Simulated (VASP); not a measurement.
A run of VASP 6.6.1:

File INCAR:

```
SYSTEM = Cu
PREC     = Accurate       ! precision mode
ENCUT    = 600            ! plane-wave cutoff, eV
EDIFF    = 1E-6           ! SCF threshold, eV
ISMEAR   = -1             ! smearing method
SIGMA    = 0.05           ! smearing width, eV
LREAL    = .FALSE.        ! projectors in reciprocal space
LASPH    = .TRUE.         ! aspherical terms in the spheres
NELM     = 60             ! most SCF steps
ALGO     = Fast           ! electronic algorithm
ISIF     = 3              ! what is computed and relaxed
LWAVE    = .FALSE.        ! write WAVECAR
LCHARG   = .FALSE.        ! write CHGCAR
GGA      = PE             ! functional
IVDW     = 11             ! dispersion correction
IBRION   = 2              ! ionic algorithm
NSW      = 40             ! ionic steps
EDIFFG   = -0.01          ! ionic threshold
```

KPOINTS

```
Automatic mesh
0
G
  11 11 11
  0 0 0
```

Contents of POSCAR:

```
Cu
1.0
    1.2184636900     -3.9763780104      0.0000000000
    1.2184636900      3.9763780104      0.0000000000
    0.0000000000      0.0000000000      2.4754955235
Cu
2
Direct
    0.8661333500      0.1338666500      0.7500000000
    0.1338666500      0.8661333500      0.2500000000
```

Potentials or basis: VASP PAW PBE potentials, release 64 (Cu).

The run is started by

```bash
$ cat potpaw_PBE.64/Cu/POTCAR > POTCAR
$ mpirun -np 1 vasp_std > vasp.out
```

Hardware: 1 thread of Intel(R) Xeon(R) Platinum 8559C (Emerald Rapids), with other jobs on the host.

How long does it take, and how much memory?

Wall time 12 min on 1 thread of Intel(R) Xeon(R) Platinum 8559C (Emerald Rapids), with other jobs on the host, peak memory 0.25 GiB. Counts: scf iterations 178, k points 216, ion steps 30.
